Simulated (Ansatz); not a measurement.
# ZnS: the cost of one run

Method: DFT PBEsol, scalar-relativistic, in Ansatz 0.2.0.

**1. The structure to begin with**

The structure is cubic, space group F-43m (No. 216). The conventional cell has a = 5.409 Å, b = 5.409 Å, c = 5.409 Å, α = 90.00°, β = 90.00°, γ = 90.00°. Zn (site symmetry -43m) has 4 S at 2.34 Å as nearest neighbours. S (site symmetry -43m) is surrounded by 4 Zn at 2.34 Å.

As a file:

```cif
data_structure
_symmetry_space_group_name_H-M 'F-43m'
_symmetry_Int_Tables_number 216
_cell_length_a 5.4093
_cell_length_b 5.4093
_cell_length_c 5.4093
_cell_angle_alpha 90.000
_cell_angle_beta 90.000
_cell_angle_gamma 90.000
_cell_volume 158.28
loop_
_atom_site_label
_atom_site_type_symbol
_atom_site_symmetry_multiplicity
_atom_site_Wyckoff_symbol
_atom_site_fract_x
_atom_site_fract_y
_atom_site_fract_z
_atom_site_occupancy
Zn1 Zn 4 a 0.00000 0.00000 0.00000 1
S1 S 4 c 0.25000 0.25000 0.25000 1
```

The file gives the conventional cell by its symmetry; the runs use the cell typed in the input.

Structure: COD 9000107, as refined from experiment and not relaxed.

Atoms are numbered in the order of the input: Zn1, S2.

**2. Volume × 0.95, LAPW**

input.yaml

```yaml
crystal:
  lattice:
    - [0.0, 2.6587996169, 2.6587996169]
    - [2.6587996169, 0.0, 2.6587996169]
    - [2.6587996169, 2.6587996169, 0.0]
  atoms:
    - { symbol: Zn, position: [0.0, 0.0, 0.0] }
    - { symbol: S, position: [0.75, 0.75, 0.75] }
kpoints:
  mp_grid: { grid: [8, 8, 8] }
scf:
  occupations: { method: fermi_dirac, width: 0.01 }
hamiltonian:
  xc: pbesol
  pseudopotentials: { kind: all_electron, lapw: { basis_error: 0.00025 } }
output:
  forces: true
  stress: true
  eigenvalues: true
```

Launch:

```bash
$ ansatz run input.yaml --threads 1 --pin off --max-ram 3072MiB --backend cpu --events-out ev --progress --plain --runs-dir out
```

What time and memory should one allow on 1 thread of Arm Neoverse V1, shared host?

About 13 s, with a peak of 0.29 GiB.
